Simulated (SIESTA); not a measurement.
# SIESTA run on ZnTe (F-43m, 2 atoms in the cell): self-consistent single point

Method: GGA PBE, numerical atomic orbitals DZP, PseudoDojo PBE standard norm-conserving potentials (rewritten from UPF to PSML) run with SIESTA.

The input file:

```
# files in the folder: Zn.psml Te.psml (PseudoDojo PBE standard)
SystemName  ZnTe
SystemLabel znte

NumberOfAtoms                2
NumberOfSpecies              2
%block ChemicalSpeciesLabel
  1 30 Zn
  2 52 Te
%endblock ChemicalSpeciesLabel
LatticeConstant              1.0 Bohr
%block LatticeVectors
     0.000000000    5.746373686    5.746373686
     5.746373686    0.000000000    5.746373686
     5.746373686    5.746373686    0.000000000
%endblock LatticeVectors
AtomicCoordinatesFormat      Fractional
%block AtomicCoordinatesAndAtomicSpecies
     0.000000000    0.000000000    0.000000000  1
     0.250000000    0.250000000    0.250000000  2
%endblock AtomicCoordinatesAndAtomicSpecies

XC.functional                GGA
XC.authors                   PBE
PAO.BasisSize                DZP
PAO.EnergyShift              0.005 Ry
MeshCutoff                   300 Ry
%block kgrid.MonkhorstPack
    7   0   0  0.0
    0   7   0  0.0
    0   0   7  0.0
%endblock kgrid.MonkhorstPack
OccupationFunction           FD
ElectronicTemperature        580.23 K

MaxSCFIterations             150
SCF.Mixer.Method             Pulay
SCF.Mixer.Weight             0.2
SCF.Mixer.History            8
SCF.DM.Tolerance             1.0E-05
Diag.ParallelOverK           true
WriteForces                  true
Charge.Mulliken              end
```

Log, with long lists cut:

```
reinit: Reading from file input.fdf

reinit: System Name: ZnTe
reinit: System Label: znte

coor:   Atomic-coordinates input format  =     Fractional

siesta: Atomic coordinates (Bohr) and species
siesta:      0.00000   0.00000   0.00000  1        1
siesta:      2.87319   2.87319   2.87319  2        2

siesta: System type = bulk

initatomlists: Number of atoms, orbitals, and projectors:      2    37    51

siesta: ******************** Simulation parameters ****************************
redata: Spin configuration                          = none
redata: Time-Reversal Symmetry                      = T
redata: Number of Atomic Species                    =        2
redata: Mesh Cutoff                                 =   300.0000 Ry
redata: Net charge of the system                    =     0.0000 |e|
redata: Min. number of SCF Iter                     =        0
redata: Max. number of SCF Iter                     =      150
redata: SCF convergence failure will abort job
redata: SCF mix quantity                            = Hamiltonian
redata: Mix DM or H after convergence               =   F
redata: Recompute H after scf cycle                 =   F
redata: Mix DM in first SCF step                    =   T
redata: No kicks to SCF
redata: DM Mixing Weight for Kicks                  =     0.5000
redata: Require Harris convergence for SCF          =   F
redata: Harris energy tolerance for SCF             =     0.000100 eV
redata: Require DM convergence for SCF              =   T
redata: DM tolerance for SCF                        =     0.000010
redata: Require EDM convergence for SCF             =   F
redata: EDM tolerance for SCF                       =     0.001000 eV
redata: Require H convergence for SCF               =   T
redata: Hamiltonian tolerance for SCF               =     0.001000 eV
redata: Require (free) Energy convergence for SCF   =   F
redata: (free) Energy tolerance for SCF             =     0.000100 eV
redata: Using DFT-D3 dispersion                     =   F
redata: Using Saved Data (generic)                  =   F
redata: Method of Calculation                       = Diagonalization
redata: Electronic Temperature                      =   580.2300 K
redata: Number of TDED substeps                     =        3
redata: Dynamics option                             = Single-point calculation
redata: Save all siesta data in one NC              =   F
redata: ***********************************************************************

%block SCF.Mixers
  Pulay
%endblock SCF.Mixers

%block SCF.Mixer.Pulay
  # Mixing method
  method pulay
  variant stable

  # Mixing options
  weight 0.2000
  weight.linear 0.2000
  history 8
%endblock SCF.Mixer.Pulay

DM_history_depth set to one: no extrapolation allowed by default for geometry relaxation
Size of DM history Fstack: 1
Total number of electrons:    36.000000
Total ionic charge:    36.000000

* ProcessorY, Blocksize:    1  38

* Orbital distribution balance (max,min):    37    37

 Kpoints in:          196 . Kpoints trimmed:          172

siesta: k-grid: Number of k-points = 172
siesta: k-points from Monkhorst-Pack grid
siesta: k-cutoff (effective) =    15.051 Ang
siesta: k-point supercell and displacements
siesta: k-grid:     7     0     0      0.000
siesta: k-grid:     0     7     0      0.000
siesta: k-grid:     0     0     7      0.000

diag: Algorithm                                     = D&C
diag: Parallel over k                               =   F
diag: Use parallel 2D distribution                  =   F
diag: Parallel block-size                           = 38
diag: Parallel distribution                         =     1 x     1
diag: Used triangular part                          = Lower
diag: Absolute tolerance                            =  0.100E-15
diag: Orthogonalization factor                      =  0.100E-05
diag: Memory factor                                 =  1.0000

superc: Internal auxiliary supercell:     5 x     5 x     5  =     125
superc: Number of atoms, orbitals, and projectors:    250   4625   6375

                        Single-point calculation

superc: Internal auxiliary supercell:     5 x     5 x     5  =     125
superc: Number of atoms, orbitals, and projectors:    250   4625   6375

outcell: Unit cell vectors (Ang):
        0.000000    3.040850    3.040850
        3.040850    0.000000    3.040850
        3.040850    3.040850    0.000000

outcell: Cell vector modules (Ang)   :    4.300411    4.300411    4.300411
outcell: Cell angles (23,13,12) (deg):     60.0000     60.0000     60.0000
outcell: Cell volume (Ang**3)        :     56.2361
new_DM -- step:     1
Initializing Density Matrix...

Attempting to read DM from file... Failed...
DM filled with atomic data:

InitMesh: MESH = 40 x 40 x 40 = 64000
InitMesh: Mesh cutoff (required, used) =   300.000   358.669 Ry

stepf: Fermi-Dirac step function

        iscf     Eharris(eV)        E_KS(eV)     FreeEng(eV)     dDmax    Ef(eV) dHmax(eV)
   scf:    1    -8493.153021    -8523.278179    -8523.278231  1.247699 -0.982317 32.345443
   scf:    2    -8545.742901    -8536.931970    -8536.931970  0.453305 -2.164491 10.538563
   scf:    3    -8538.916130    -8538.109721    -8538.109721  0.213161 -2.414034  3.206803
   scf:    4    -8538.060256    -8538.085330    -8538.085330  0.009257 -2.403274  3.537572
   scf:    5    -8538.295552    -8538.220712    -8538.220712  0.076290 -2.697829  0.237019
   scf:    6    -8538.221303    -8538.221240    -8538.221240  0.008203 -2.711544  0.048917
   scf:    7    -8538.221294    -8538.221277    -8538.221277  0.000882 -2.711383  0.002394
   scf:    8    -8538.221277    -8538.221277    -8538.221277  0.000097 -2.710914  0.001868
   scf:    9    -8538.221277    -8538.221277    -8538.221277  0.000186 -2.710920  0.001915
   scf:   10    -8538.221277    -8538.221277    -8538.221277  0.000072 -2.711308  0.000083
   scf:   11    -8538.221277    -8538.221277    -8538.221277  0.000002 -2.711311  0.000097

SCF Convergence by DM+H criterion
max |DM_out - DM_in|         :     0.0000017631
max |H_out - H_in|      (eV) :     0.0000968874
SCF cycle converged after 11 iterations

Using DM_out to compute the final energy and forces

siesta: E_KS(eV) =            -8538.2213

siesta: E_KS - E_eggbox =     -8538.2213

siesta: Atomic forces (eV/Ang):
     1   -0.000052   -0.000052   -0.000052
     2    0.000052    0.000052    0.000052
   Tot    0.000000    0.000000    0.000000
   Max    0.000052
   Res    0.000052    sqrt( Sum f_i^2 / 3N )
   Max    0.000052    constrained

Stress tensor Voigt[x,y,z,yz,xz,xy] (kbar):      -25.37      -25.37      -25.37       -0.69       -0.69       -0.69
(Free)E + p*V (eV/cell)    -8537.3307
Target enthalpy (eV/cell)    -8538.2213

siesta: Program's energy decomposition (eV):
siesta: Ebs     =     -1334.408489
siesta: Eions   =      9609.041544
siesta: Ena     =       361.694604
siesta: Ekin    =      4062.070045
siesta: Enl     =     -2108.978573
siesta: Eso     =         0.000000
siesta: Edftu   =         0.000000
siesta: DEna    =        32.775252
siesta: DUscf   =         3.211297
siesta: DUext   =         0.000000
siesta: Ex      =     -1210.263399
siesta: Ec      =       -69.688958
siesta: Exc     =     -1279.952357
siesta: Eharris =     -8538.221277
siesta: Etot    =     -8538.221277
siesta: FreeEng =     -8538.221277

siesta: Stress tensor (static) (eV/Ang**3):
siesta:    -0.015836   -0.000433   -0.000433
siesta:    -0.000433   -0.015836   -0.000433
siesta:    -0.000433   -0.000433   -0.015836

siesta: Cell volume =         56.236073 Ang**3

siesta: Pressure (static):
siesta:                Solid            Molecule  Units
siesta:           0.00017248          0.00017246  Ry/Bohr**3
siesta:           0.01583615          0.01583473  eV/Ang**3
siesta:          25.37230366         25.37004228  kBar

mulliken: Atomic and Orbital Populations:

Species: Zn
Atom  Qatom  Qorb
               3s      4s      4s      3py     3pz     3px     4py     4pz
               4px     3dxy    3dyz    3dz2    3dxz    3dx2-y2 3dxy    3dyz
               3dz2    3dxz    3dx2-y2
   1 19.556   1.994   0.669  -0.155   2.006   2.006   2.006   0.371   0.371
              0.371   1.921   1.921   1.918   1.921   1.918   0.064   0.064

              0.063   0.064   0.063

Species: Te
Atom  Qatom  Qorb
               5s      5s      5py     5pz     5px     5py     5pz     5px
               4dxy    4dyz    4dz2    4dxz    4dx2-y2 5dxy    5dyz    5dz2
               5dxz    5dx2-y2
   2 16.444   1.606   0.116   1.446   1.446   1.446   0.011   0.011   0.011
              2.001   2.001   2.001   2.001   2.001   0.095   0.095   0.028

              0.095   0.028

mulliken: Qtot =       36.000

Mulliken Atomic Populations:
Atom #   charge [q] valence [e]  Species
     1     0.443894   19.556106  Zn
     2    -0.443894   16.443894  Te
 Total    -0.000000
```

The run converged in 11 iterations.

The starting cell has typed, rounded lattice constants, without a prior relaxation at this level. Its lattice was rescaled by up to half a per cent. Values carry the incompleteness of an atom-centred basis.
